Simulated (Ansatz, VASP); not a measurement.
**As in VASP and in Ansatz**

Contents of INCAR:

```
SYSTEM = As
PREC = Accurate
ENCUT = 520
EDIFF = 1E-7
ISMEAR = -1
SIGMA = 0.05
LREAL = .False.
LASPH = .True.
NELM = 100
ALGO = Normal
ISIF = 2
LWAVE = .False.
LCHARG = .False.
GGA = PE
NBANDS = 8
```

KPOINTS

```
Automatic mesh
0
Gamma
  15 15 15
  0 0 0
```

POSCAR

```
As
1.0
    0.0000000000      1.6077995199      1.6077995199
    1.6077995199      0.0000000000      1.6077995199
    1.6077995199      1.6077995199      0.0000000000
As
1
Direct
    0.0000000000      0.0000000000      0.0000000000
```

Input for Ansatz:

```yaml
crystal:
  lattice:
    - [0.0, 1.6077995199, 1.6077995199]
    - [1.6077995199, 0.0, 1.6077995199]
    - [1.6077995199, 1.6077995199, 0.0]
  atoms:
    - { symbol: As, position: [0.0, 0.0, 0.0] }
kpoints:
  mp_grid: { grid: [15, 15, 15] }
scf:
  occupations: { method: fermi_dirac, width: 0.05 }
hamiltonian:
  xc: pbe
  pseudopotentials: { kind: all_electron, datasets: crystal }
output:
  forces: true
  stress: true
  eigenvalues: true
```

Change from the starting cell: volume scaled by 0.43, crystal datasets.

Alike in both runs: task single point; functional PBE; k mesh 15 × 15 × 15; occupations fermi-dirac, width 0.05 eV; no spin polarisation.

```csv
,VASP,Ansatz
version,VASP 6.6.1,Ansatz 0.2.0
potentials or method,"VASP PAW PBE potentials, release 64 (As)","all-electron PAW with datasets made for the crystal, scalar-relativistic"
plane-wave cutoff (eV),520,see its input
```

|  | VASP | Ansatz | Ansatz less VASP |
| --- | --- | --- | --- |
| pressure (GPa) | 431.3 | 411.8 | -19.57 |

Ansatz ran all-electron here, so the differences hold the error of VASP's frozen core and of both bases.

Caveats: the cell as given lies far from equilibrium; so large a pressure means that the cell lies far from this level's equilibrium, or that cutoff or potentials fall short (VASP).
